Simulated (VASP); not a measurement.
**InSe: electron localisation function with LDA**

InSe:

```
CELL_PARAMETERS angstrom
4.04733 0.00000 0.00000
-2.02366 3.50509 0.00000
0.00000 0.00000 18.05206
ATOMIC_POSITIONS crystal
In 0.33333 0.66667 0.07739
In 0.33333 0.66667 0.92261
In 0.00000 0.00000 0.42261
In 0.00000 0.00000 0.57739
Se 0.33333 0.66667 0.35298
Se 0.33333 0.66667 0.64702
Se 0.66667 0.33333 0.14700
Se 0.66667 0.33333 0.85300
```

Measurements of this composition are mostly on another form, of space group No. 160.

* Program: VASP 6.6.1
* Task: electron localisation function
* Functional: LDA
* Potentials or basis: VASP PAW LDA potentials, release 64 (In_d, Se)
* Cutoff: 520 eV
* k mesh: 6 × 6 × 2
* Occupations: gaussian, width 0.02 eV
* Spin: no spin polarisation
* Further INCAR settings: ALGO = Normal; EDIFF = 1e-06

```json
{
 "Pressure": "-2.2 GPa",
 "Largest force": "0.128 eV/Å",
 "Band gap on the k mesh": "0.51 eV, direct"
}
```

Forces in eV/Å, atoms in the order of the input:
```
In   0.000  0.000 -0.027
In   0.000  0.000  0.027
In   0.000  0.000  0.027
In   0.000  0.000 -0.027
Se   0.000  0.000  0.128
Se   0.000  0.000 -0.128
Se   0.000  0.000 -0.128
Se   0.000  0.000  0.128
```

Stress tensor (GPa, compression positive):
```
-2.22  0.00  0.00
 0.00 -2.22  0.00
 0.00  0.00 -2.04
```

Levels at points of the mesh, in eV from the valence-band top:
```csv
k point,band 35,band 36,band 37,band 38,band 39,band 40,band 41,band 42
"(0.00, 0.00, 0.00)",-0.99,-0.94,-0.94,0.00,0.51,1.36,2.06,2.10
"(0.50, 0.00, 0.00)",-1.94,-1.87,-1.48,-1.35,1.57,1.61,1.80,1.85
"(0.00, 0.00, 0.50)",-0.96,-0.96,-0.61,-0.60,1.03,1.05,2.08,2.09
"(0.50, 0.00, 0.50)",-1.91,-1.91,-1.41,-1.37,1.48,1.57,1.82,1.97
```

It took 110 s on 1 thread of AMD EPYC 9R45 96-Core Processor (Zen 5), on a shared host, peak memory 0.31 GiB.

Caveat: spin-orbit coupling is left out, which moves the levels of the heavy elements. Expect the measured gap to be larger: semilocal functionals such as LDA lack the derivative discontinuity.
